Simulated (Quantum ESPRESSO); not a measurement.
# BN (P6_3/mmc) in Quantum ESPRESSO: a series of runs

One crystal, BN, is run at these levels: LDA; tasks: single point, equation of state.

Everything below comes from runs of Quantum ESPRESSO 7.5. Logs are shortened: lines on timing, memory, paths and dates and some standing lists are left out, and cuts for length are marked.

## Step 1: Starting point

It takes space group P6_3/mmc (No. 194, hexagonal). The conventional cell has a = 2.498 Å, b = 2.498 Å, c = 6.636 Å, α = 90.00°, β = 90.00°, γ = 120.00°. N (site symmetry -6m2) is surrounded by 3 B at 1.44 Å. B (site symmetry -6m2) is surrounded by 3 N at 1.44 Å.

## Step 2: Single point, LDA, 8.43 Å³/atom

Input file pw.in:

```
&CONTROL
  calculation = 'scf'
  prefix = 'pwscf'
  outdir = './tmp'
  pseudo_dir = './pseudo'
  tstress = .true.
  disk_io = 'nowf'
/
&SYSTEM
  ibrav = 0
  nat = 4
  ntyp = 2
  ecutwfc = 45
  ecutrho = 360
  nbnd = 14
  occupations = 'smearing'
  smearing = 'fd'
  degauss = 0.00367493
/
&ELECTRONS
  conv_thr = 8d-10
  electron_maxstep = 120
  mixing_beta = 0.5
/
ATOMIC_SPECIES
N     14.0070 n_lda_v1.2.uspp.F.UPF
B     10.8100 b_lda_v1.4.uspp.F.UPF
CELL_PARAMETERS angstrom
   2.4472412002    0.0000000000    0.0000000000
  -1.2236206001    2.1193730486    0.0000000000
   0.0000000000    0.0000000000    6.5002395416
ATOMIC_POSITIONS crystal
N      0.6666666667    0.3333333333    0.2500000000
N      0.3333333333    0.6666666667    0.7500000000
B      0.6666666667    0.3333333333    0.7500000000
B      0.3333333333    0.6666666667    0.2500000000
K_POINTS automatic
12 12 4 0 0 0
```

Potentials or basis: GBRV 1.5 LDA.

Command:

```console
> OMP_NUM_THREADS=1 mpirun -n 2 pw.x -nk 2 -in pw.in > pw.out
```

pw.out:

```text
This program is part of the open-source Quantum ESPRESSO suite
     for quantum simulation of materials; please cite
[... 13 lines left out ...]
     --------------------
     sticks:   dense  smooth     PW     G-vecs:    dense   smooth      PW
     Sum         517     265     85                26127     9221    1733

     Using Slab Decomposition

     bravais-lattice index     =            0
     lattice parameter (alat)  =       4.6246  a.u.
     unit-cell volume          =     227.5151 (a.u.)^3
     number of atoms/cell      =            4
     number of atomic types    =            2
     number of electrons       =        16.00
     number of Kohn-Sham states=           14
     kinetic-energy cutoff     =      45.0000  Ry
     charge density cutoff     =     360.0000  Ry
     scf convergence threshold =      8.0E-10
     mixing beta               =       0.5000
     number of iterations used =            8  plain     mixing
     Exchange-correlation=  SLA  PZ   NOGX NOGC
                           (   1   1   0   0   0   0   0)

     celldm(1)=   4.624616  celldm(2)=   0.000000  celldm(3)=   0.000000
     celldm(4)=   0.000000  celldm(5)=   0.000000  celldm(6)=   0.000000

     crystal axes: (cart. coord. in units of alat)
               a(1) = (   1.000000   0.000000   0.000000 )
               a(2) = (  -0.500000   0.866025   0.000000 )
               a(3) = (   0.000000   0.000000   2.656150 )

     reciprocal axes: (cart. coord. in units 2 pi/alat)
               b(1) = (  1.000000  0.577350 -0.000000 )
               b(2) = (  0.000000  1.154701  0.000000 )
               b(3) = (  0.000000 -0.000000  0.376485 )

     PseudoPot. # 1 for N  read from file:
     n_lda_v1.2.uspp.F.UPF
     Pseudo is Ultrasoft + core correction, Zval =  5.0
     Generated by new atomic code, or converted to UPF format
     Using radial grid of  729 points,  4 beta functions with:
                l(1) =   0
                l(2) =   0
                l(3) =   1
                l(4) =   1
     Q(r) pseudized with  8 coefficients,  rinner =    0.900   0.900   0.900

     PseudoPot. # 2 for B  read from file:
     b_lda_v1.4.uspp.F.UPF
     Pseudo is Ultrasoft + core correction, Zval =  3.0
     Generated by new atomic code, or converted to UPF format
     Using radial grid of  781 points,  4 beta functions with:
                l(1) =   0
                l(2) =   0
                l(3) =   1
                l(4) =   1
     Q(r) pseudized with  8 coefficients,  rinner =    1.100   1.100   1.100

     atomic species   valence    mass     pseudopotential
     N                 5.00    14.00700     N ( 1.00)
     B                 3.00    10.81000     B ( 1.00)

     24 Sym. Ops., with inversion, found (12 have fractional translation)

   Cartesian axes

     site n.     atom                  positions (alat units)
         1        N      tau(   1) = (   0.5000000   0.2886751   0.6640375  )
         2        N      tau(   2) = (  -0.0000000   0.5773503   1.9921124  )
         3        B      tau(   3) = (   0.5000000   0.2886751   1.9921124  )
         4        B      tau(   4) = (  -0.0000000   0.5773503   0.6640375  )

     number of k points=    57  Fermi-Dirac smearing, width (Ry)=  0.0037
                       cart. coord. in units 2pi/alat
        k(    1) = (   0.0000000   0.0000000   0.0000000), wk =   0.0034722
        k(    2) = (   0.0000000   0.0000000   0.0941212), wk =   0.0069444
        k(    3) = (   0.0000000   0.0000000  -0.1882424), wk =   0.0034722
        k(    4) = (   0.0000000   0.0962250   0.0000000), wk =   0.0208333
        k(    5) = (   0.0000000   0.0962250   0.0941212), wk =   0.0416667
        k(    6) = (   0.0000000   0.0962250  -0.1882424), wk =   0.0208333
[... 49 lines left out ...]
        k(   56) = (   0.3333333   0.5773503   0.0941212), wk =   0.0138889
        k(   57) = (   0.3333333   0.5773503  -0.1882424), wk =   0.0069444

     Dense  grid:    26127 G-vectors     FFT dimensions: (  27,  27,  80)

     Smooth grid:     9221 G-vectors     FFT dimensions: (  20,  20,  54)

     Initial potential from superposition of free atoms

     starting charge      15.9995, renormalised to      16.0000
     Starting wfcs are   16 randomized atomic wfcs

     Self-consistent Calculation

     iteration #  1     ecut=    45.00 Ry     beta= 0.50
     Davidson diagonalization with overlap
     ethr =  1.00E-02,  avg # of iterations =  4.2

     total energy              =     -53.28633922 Ry
     estimated scf accuracy    <       0.85065775 Ry

     iteration #  2     ecut=    45.00 Ry     beta= 0.50
     Davidson diagonalization with overlap
     ethr =  5.32E-03,  avg # of iterations =  2.0

     total energy              =     -53.45590532 Ry
     estimated scf accuracy    <       0.07366503 Ry

     iteration #  3     ecut=    45.00 Ry     beta= 0.50
     Davidson diagonalization with overlap
     ethr =  4.60E-04,  avg # of iterations =  2.2

     total energy              =     -53.46089341 Ry
     estimated scf accuracy    <       0.00826683 Ry

     iteration #  4     ecut=    45.00 Ry     beta= 0.50
     Davidson diagonalization with overlap
     ethr =  5.17E-05,  avg # of iterations =  3.9

     total energy              =     -53.46193961 Ry
     estimated scf accuracy    <       0.00050180 Ry

     iteration #  5     ecut=    45.00 Ry     beta= 0.50
     Davidson diagonalization with overlap
     ethr =  3.14E-06,  avg # of iterations =  4.4
[... 8 lines left out ...]
     total energy              =     -53.46206106 Ry
     estimated scf accuracy    <       0.00000009 Ry

     iteration #  7     ecut=    45.00 Ry     beta= 0.50
     Davidson diagonalization with overlap
     ethr =  5.40E-10,  avg # of iterations =  4.9

     total energy              =     -53.46206169 Ry
     estimated scf accuracy    <       0.00000025 Ry

     iteration #  8     ecut=    45.00 Ry     beta= 0.50
     Davidson diagonalization with overlap
     ethr =  5.40E-10,  avg # of iterations =  2.0

     total energy              =     -53.46206170 Ry
     estimated scf accuracy    <       0.00000002 Ry

     iteration #  9     ecut=    45.00 Ry     beta= 0.50
     Davidson diagonalization with overlap
     ethr =  1.08E-10,  avg # of iterations =  2.0

     End of self-consistent calculation

          k = 0.0000 0.0000 0.0000 (  1143 PWs)   bands (ev):

   -12.9225 -12.5612  -1.6777   0.7186   3.8473   3.8473   3.8884   3.8884
    10.1592  15.6220  17.1271  17.1272  17.2676  17.2676

          k = 0.0000 0.0000 0.0941 (  1142 PWs)   bands (ev):

   -12.8730 -12.6178  -1.3877   0.2793   3.8533   3.8533   3.8824   3.8824
    10.9359  14.7166  17.1472  17.1472  17.2466  17.2467

          k = 0.0000 0.0000-0.1882 (  1142 PWs)   bands (ev):

   -12.7489 -12.7489  -0.6232  -0.6232   3.8678   3.8678   3.8678   3.8678
    12.7701  12.7701  17.1963  17.1963  17.1963  17.1964

          k = 0.0000 0.0962 0.0000 (  1135 PWs)   bands (ev):

   -12.7794 -12.4236  -1.4789   0.8970   3.2818   3.3197   3.5655   3.6116
    10.4040  15.5505  17.0076  17.2136  17.7616  17.8992

          k = 0.0000 0.0962 0.0941 (  1139 PWs)   bands (ev):

   -12.7306 -12.4793  -1.1915   0.4611   3.2889   3.3173   3.5722   3.6048
    11.1625  14.7642  17.0450  17.1888  17.7812  17.8786

          k = 0.0000 0.0962-0.1882 (  1132 PWs)   bands (ev):

   -12.6083 -12.6083  -0.4337  -0.4337   3.3049   3.3049   3.5885   3.5885
    12.9416  12.9416  17.1204  17.1204  17.8292  17.8292
[... 41 lines left out ...]
          k = 0.0000 0.3849-0.1882 (  1160 PWs)   bands (ev):

   -10.6836 -10.6836  -1.8569  -1.8569   1.4622   1.4622   2.2344   2.2344
    12.3015  12.3015  15.6178  15.6178  17.6023  17.6023

          k = 0.0000 0.4811 0.0000 (  1156 PWs)   bands (ev):

    -9.9207  -9.7437  -3.4102  -3.3157   0.9891   1.0611   2.7043   4.2733
    10.1232  11.5821  14.5726  15.8509  17.3040  20.2139

          k = 0.0000 0.4811 0.0941 (  1164 PWs)   bands (ev):

    -9.8954  -9.7702  -3.4004  -3.3334   0.9996   1.0505   2.9203   4.0300
    10.2170  11.2374  15.0688  15.8556  17.5104  19.3997

          k = 0.0000 0.4811-0.1882 (  1156 PWs)   bands (ev):

    -9.8334  -9.8334  -3.3708  -3.3708   1.0250   1.0250   3.4608   3.4608
    10.6179  10.6179  15.7100  15.7100  18.2969  18.2969

          k = 0.0000-0.5774 0.0000 (  1156 PWs)   bands (ev):

    -9.4601  -9.3834  -4.0347  -3.9737   0.8375   0.9105   3.4938   4.6423
     9.2521  10.8654  15.2020  15.7884  17.7395  19.0793

          k = 0.0000-0.5774 0.0941 (  1164 PWs)   bands (ev):

    -9.4486  -9.3944  -4.0303  -3.9871   0.8481   0.8997   3.6703   4.4922
     9.3499  10.4820  15.4418  15.8035  18.1689  18.9765

          k = 0.0000-0.5774-0.1882 (  1156 PWs)   bands (ev):

    -9.4212  -9.4212  -4.0132  -4.0132   0.8738   0.8738   4.0926   4.0926
     9.7849   9.7849  15.7457  15.7457  18.7772  18.7772

          k = 0.0833 0.1443 0.0000 (  1143 PWs)   bands (ev):

   -12.4963 -12.1519  -1.0845   1.2488   2.3537   2.3797   3.0164   3.0627
    10.8590  15.3448  17.0561  17.2439  17.2832  18.4354

          k = 0.0833 0.1443 0.0941 (  1145 PWs)   bands (ev):

   -12.4489 -12.2057  -0.8028   0.8174   2.3614   2.3855   3.0235   3.0559
    11.5793  14.7712  17.0915  17.2546  17.3800  18.3064

          k = 0.0833 0.1443-0.1882 (  1152 PWs)   bands (ev):

   -12.3305 -12.3305  -0.0603  -0.0603   2.3778   2.3778   3.0397   3.0397
    13.2297  13.2297  17.1759  17.1759  17.7937  17.7937

          k = 0.0833 0.2406 0.0000 (  1148 PWs)   bands (ev):

   -11.9449 -11.6239  -0.3102   0.8130   0.8572   1.9297   2.1689   2.2264
    11.6970  14.7115  15.5202  16.9767  17.4807  19.5176

          k = 0.0833 0.2406 0.0941 (  1156 PWs)   bands (ev):

   -11.9006 -11.6738  -0.0494   0.8229   0.8403   1.5493   2.1800   2.2193
    12.3051  14.4324  15.7717  16.9914  17.4377  18.5470

          k = 0.0833 0.2406-0.1882 (  1162 PWs)   bands (ev):
[... 134 lines left out ...]
          k = 0.2500 0.5292-0.1882 (  1178 PWs)   bands (ev):

    -8.9828  -8.9828  -3.3263  -3.3263  -1.4492  -1.4492   4.7339   4.7339
    10.0013  10.0013  17.2794  17.2794  19.0737  19.0737

          k = 0.3333 0.5774 0.0000 (  1185 PWs)   bands (ev):

    -8.7571  -8.7571  -3.3420  -3.1576  -2.0208  -2.0208   4.9966   4.9966
    10.0282  10.0282  15.5994  18.6536  18.6536  19.1779

          k = 0.3333 0.5774 0.0941 (  1173 PWs)   bands (ev):

    -8.7568  -8.7568  -3.3157  -3.1853  -2.0256  -2.0256   5.0466   5.0466
     9.8955   9.8955  15.9435  18.2819  19.0482  19.0482

          k = 0.3333 0.5774-0.1882 (  1170 PWs)   bands (ev):

    -8.7566  -8.7566  -3.2512  -3.2512  -2.0304  -2.0304   5.0983   5.0983
     9.7648   9.7648  16.9159  16.9159  19.5104  19.5104

     the Fermi energy is     6.3060 ev

!    total energy              =     -53.46206171 Ry
     estimated scf accuracy    <          2.8E-10 Ry
     smearing contrib. (-TS)   =      -0.00000000 Ry
     internal energy E=F+TS    =     -53.46206171 Ry

     The total energy is F=E-TS. E is the sum of the following terms:
     one-electron contribution =     -15.09267358 Ry
     hartree contribution      =      16.13409668 Ry
     xc contribution           =     -16.99349376 Ry
     ewald contribution        =     -37.50999105 Ry

     convergence has been achieved in   9 iterations

     Computing stress (Cartesian axis) and pressure

          total   stress  (Ry/bohr**3)                   (kbar)     P=      147.55
   0.00150595   0.00000000   0.00000000          221.53        0.00        0.00
   0.00000000   0.00150595   0.00000000            0.00      221.53        0.00
   0.00000000  -0.00000000  -0.00000274            0.00       -0.00       -0.40

=------------------------------------------------------------------------------=
   JOB DONE.
=------------------------------------------------------------------------------=
```

Run time: 3.2 s. Hardware: 2 MPI ranks of AMD EPYC 9R45 (Zen 5), shared host; peak memory 0.14 GiB.

Results:

- Free energy: -727.3884 eV
- Pressure: 14.8 GPa
- Band gap on the k mesh: 4.15 eV, indirect (least direct gap 4.61 eV)

## Step 3: Single point, LDA, 8.61 Å³/atom

pw.in, as its differences from that of step 2:

```diff
@@ -28,5 +28,5 @@
 CELL_PARAMETERS angstrom
-   2.4472412002    0.0000000000    0.0000000000
-  -1.2236206001    2.1193730486    0.0000000000
-   0.0000000000    0.0000000000    6.5002395416
+   2.4644758610    0.0000000000    0.0000000000
+  -1.2322379305    2.1342987027    0.0000000000
+   0.0000000000    0.0000000000    6.5460173847
 ATOMIC_POSITIONS crystal
```

Potentials or basis: GBRV 1.5 LDA.

Command:

```console
> OMP_NUM_THREADS=1 mpirun -n 2 pw.x -nk 2 -in pw.in > pw.out
```

It took 3.2 s on 2 MPI ranks of AMD EPYC 9R45 (Zen 5), shared host; peak memory 0.14 GiB.

It converged, with:

```
Free energy            : -727.4411 eV
Pressure               : 8.6 GPa
Band gap on the k mesh : 4.13 eV, indirect (least direct gap 4.58 eV)
```

## Step 4: Single point, LDA, 8.79 Å³/atom

pw.in, as its differences from that of step 3:

```diff
@@ -28,5 +28,5 @@
 CELL_PARAMETERS angstrom
-   2.4644758610    0.0000000000    0.0000000000
-  -1.2322379305    2.1342987027    0.0000000000
-   0.0000000000    0.0000000000    6.5460173847
+   2.4814727834    0.0000000000    0.0000000000
+  -1.2407363917    2.1490184693    0.0000000000
+   0.0000000000    0.0000000000    6.5911637588
 ATOMIC_POSITIONS crystal
```

Command:

```console
> OMP_NUM_THREADS=1 mpirun -n 2 pw.x -nk 2 -in pw.in > pw.out
```

Wall time 4.1 s (2 MPI ranks of AMD EPYC 9R45 (Zen 5), shared host); peak memory 0.14 GiB.

It converged, with:

```
Free energy            : -727.4675 eV
Pressure               : 3.0 GPa
Band gap on the k mesh : 4.11 eV, indirect (least direct gap 4.56 eV)
```

## Step 5: Single point, LDA, 8.97 Å³/atom

pw.in, as its differences from that of step 4:

```diff
@@ -28,5 +28,5 @@
 CELL_PARAMETERS angstrom
-   2.4814727834    0.0000000000    0.0000000000
-  -1.2407363917    2.1490184693    0.0000000000
-   0.0000000000    0.0000000000    6.5911637588
+   2.4982400000    0.0000000000    0.0000000000
+  -1.2491200000    2.1635393048    0.0000000000
+   0.0000000000    0.0000000000    6.6357000000
 ATOMIC_POSITIONS crystal
```

Command:

```console
> OMP_NUM_THREADS=1 mpirun -n 2 pw.x -nk 2 -in pw.in > pw.out
```

It took 4.1 s on 2 MPI ranks of AMD EPYC 9R45 (Zen 5), shared host; peak memory 0.14 GiB.

The run converged. Its results:

| Property | Result |
| --- | --- |
| Free energy | -727.4700 eV |
| Pressure | -2.1 GPa |
| Band gap on the k mesh | 4.09 eV, indirect (least direct gap 4.52 eV) |

## Step 6: Single point, LDA, 9.15 Å³/atom

pw.in, as its differences from that of step 5:

```diff
@@ -28,5 +28,5 @@
 CELL_PARAMETERS angstrom
-   2.4982400000    0.0000000000    0.0000000000
-  -1.2491200000    2.1635393048    0.0000000000
-   0.0000000000    0.0000000000    6.6357000000
+   2.5147851179    0.0000000000    0.0000000000
+  -1.2573925590    2.1778677972    0.0000000000
+   0.0000000000    0.0000000000    6.6796463138
 ATOMIC_POSITIONS crystal
```

Potentials or basis: GBRV 1.5 LDA.

Command:

```console
> OMP_NUM_THREADS=1 mpirun -n 2 pw.x -nk 2 -in pw.in > pw.out
```

Run time: 4.2 s. Hardware: 2 MPI ranks of AMD EPYC 9R45 (Zen 5), shared host; peak memory 0.14 GiB.

Results (log left out):

- Free energy: -727.4506 eV
- Pressure: -6.7 GPa
- Band gap on the k mesh: 4.07 eV, indirect (least direct gap 4.48 eV)

## Step 7: Single point, LDA, 9.33 Å³/atom

pw.in, as its differences from that of step 6:

```diff
@@ -28,5 +28,5 @@
 CELL_PARAMETERS angstrom
-   2.5147851179    0.0000000000    0.0000000000
-  -1.2573925590    2.1778677972    0.0000000000
-   0.0000000000    0.0000000000    6.6796463138
+   2.5311153490    0.0000000000    0.0000000000
+  -1.2655576745    2.1920101922    0.0000000000
+   0.0000000000    0.0000000000    6.7230218559
 ATOMIC_POSITIONS crystal
```

Command:

```console
> OMP_NUM_THREADS=1 mpirun -n 2 pw.x -nk 2 -in pw.in > pw.out
```

Wall time 4.5 s (2 MPI ranks of AMD EPYC 9R45 (Zen 5), shared host); peak memory 0.16 GiB.

It converged, with:

```
Free energy            : -727.4113 eV
Pressure               : -11.0 GPa
Band gap on the k mesh : 4.05 eV, indirect (least direct gap 4.43 eV)
```

## Step 8: Single point, LDA, 9.50 Å³/atom

pw.in, as its differences from that of step 7:

```diff
@@ -28,5 +28,5 @@
 CELL_PARAMETERS angstrom
-   2.5311153490    0.0000000000    0.0000000000
-  -1.2655576745    2.1920101922    0.0000000000
-   0.0000000000    0.0000000000    6.7230218559
+   2.5472375375    0.0000000000    0.0000000000
+  -1.2736187687    2.2059724170    0.0000000000
+   0.0000000000    0.0000000000    6.7658448057
 ATOMIC_POSITIONS crystal
```

Command:

```console
> OMP_NUM_THREADS=1 mpirun -n 2 pw.x -nk 2 -in pw.in > pw.out
```

Wall time 4.5 s (2 MPI ranks of AMD EPYC 9R45 (Zen 5), shared host); peak memory 0.16 GiB.

The run converged. Its results:

```yaml
Free_energy: -727.3537 eV
Pressure: -14.9 GPa
Band_gap_on_the_k_mesh: 4.03 eV, indirect (least direct gap 4.39 eV)
```

## Step 9: Equation of state, LDA

Potentials or basis: GBRV 1.5 LDA.

This step only gathers the single runs of the series.

What came out:

```
Equilibrium volume                        : 8.90 Å³/atom
Bulk modulus at fixed shape and positions : 251 GPa
Pressure derivative of the bulk modulus   : 3.5
```

Energy against volume, from the lowest point:
| volume (Å³/atom) | energy (meV/atom) |
| --- | --- |
| 8.429 | 20.39 |
| 8.608 | 7.22 |
| 8.787 | 0.62 |
| 8.967 | 0.00 |
| 9.146 | 4.84 |
| 9.325 | 14.67 |
| 9.505 | 29.06 |

Caveat: the cell was scaled at fixed shape and fractional positions, which overstates the stiffness of a crystal with free parameters, most of all of layers and chains.
